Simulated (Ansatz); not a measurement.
# Manganese, omega (AlB2-type) under revPBE: ground state and equation of state

What does revPBE give for manganese in the omega (AlB2-type) structure? We relax it, solve it on a dense k-mesh, then scale the cell to 7 volumes from 88 to 112 % of the relaxed one and try a fit of the equation of state. Spin polarisation is left out, though the real metal is magnetic, so this state lies above the ground state. The k-meshes are 9×9×13 for the relaxation; 12×12×17 for the dense run; 10×10×14 for the volumes.

Method: DFT revPBE, plane waves (420 eV) with PAW, scalar-relativistic; PAW files made under PBE, frozen cores solved again for the functional, in Ansatz 0.2.0.

## (1) The system as given

The structure is hexagonal, space group P6/mmm (No. 191). Conventional cell: a = 4.049 Å, b = 4.049 Å, c = 2.482 Å, α = 90.00°, β = 90.00°, γ = 120.00°. Mn (site symmetry 6/mmm) has 14 Mn at 2.48 to 2.65 Å as nearest neighbours. Around Mn (site symmetry -6m2) lie 11 Mn at 2.34 to 2.65 Å.

As a file:

```cif
data_structure
_symmetry_space_group_name_H-M 'P6/mmm'
_symmetry_Int_Tables_number 191
_cell_length_a 4.0493
_cell_length_b 4.0493
_cell_length_c 2.4822
_cell_angle_alpha 90.000
_cell_angle_beta 90.000
_cell_angle_gamma 120.000
_cell_volume 35.25
loop_
_atom_site_label
_atom_site_type_symbol
_atom_site_symmetry_multiplicity
_atom_site_Wyckoff_symbol
_atom_site_fract_x
_atom_site_fract_y
_atom_site_fract_z
_atom_site_occupancy
Mn1 Mn 1 a 0.00000 0.00000 0.00000 1
Mn2 Mn 2 d 0.33333 0.66667 0.50000 1
```

## (2) Geometry optimisation

File input.yaml:

```yaml
crystal:
  lattice:
    - [4.0493320461, 0.0, 0.0]
    - [-2.024666023, 3.5068244202, 0.0]
    - [0.0, 0.0, 2.4822405442]
  atoms:
    - { symbol: Mn, position: [0.0, 0.0, 0.0] }
    - { symbol: Mn, position: [0.3333333333, 0.6666666667, 0.5] }
    - { symbol: Mn, position: [0.6666666667, 0.3333333333, 0.5] }
hamiltonian:
  xc: revpbe
  pseudopotentials:
    kind: paw
    azcp:
      Mn: "pseudopotentials/Mn.paw.azcp"
basis:
  ecutwfc: 420
  fft_grid_basis: typed
kpoints:
  mp_grid: { grid: [9, 9, 13], shift: [0, 0, 0] }
magnetization:
  spin_polarized: false
scf:
  occupations: { method: fermi_dirac, width: 0.1 }
relax:
  max_steps: 60
  f_tol: 0.01
  cell: {}
```

After this run come: The energy on a finer k-mesh; Volume × 0.88; Volume × 0.92; Volume × 0.96; Volume × 1.0; Volume × 1.04; Volume × 1.08; Volume × 1.12.

Q: Predict the outcome of this session. Wanted: space group; conventional cell; volume; shortest distance; gap on the mesh; relative to alpha-Mn; V₀, B₀, B₀′.

As calculated:

| quantity | value |
| --- | --- |
| space group (spins left aside) | P6/mmm (No. 191) |
| conventional cell | a = 3.926 Å, c = 2.461 Å (c/a = 0.627) |
| volume | 10.952 Å³/atom |
| shortest distance | 2.267 Å |
| gap on the mesh | none (levels filled in part) |
| relative to alpha-Mn (A12), ferrimagnetic | +133 meV/atom |
| V₀, B₀, B₀′ | 10.933 Å³/atom, 263 GPa, 4.4 |

**Reading.** From the guessed start the volume shrank by 6.8 % in 6 steps. It lies 133 meV/atom above the element's reference form at the same level (alpha-Mn (A12), ferrimagnetic, from a run of its own); part of this is magnetic energy, as this run has no moments. Levels at the Fermi energy are filled in part, as in a metal. B₀ comes out at 263 GPa; letting shape and positions relax at each volume could only lower it. The symmetry was held, so the structure may be unstable against distortions that break it.
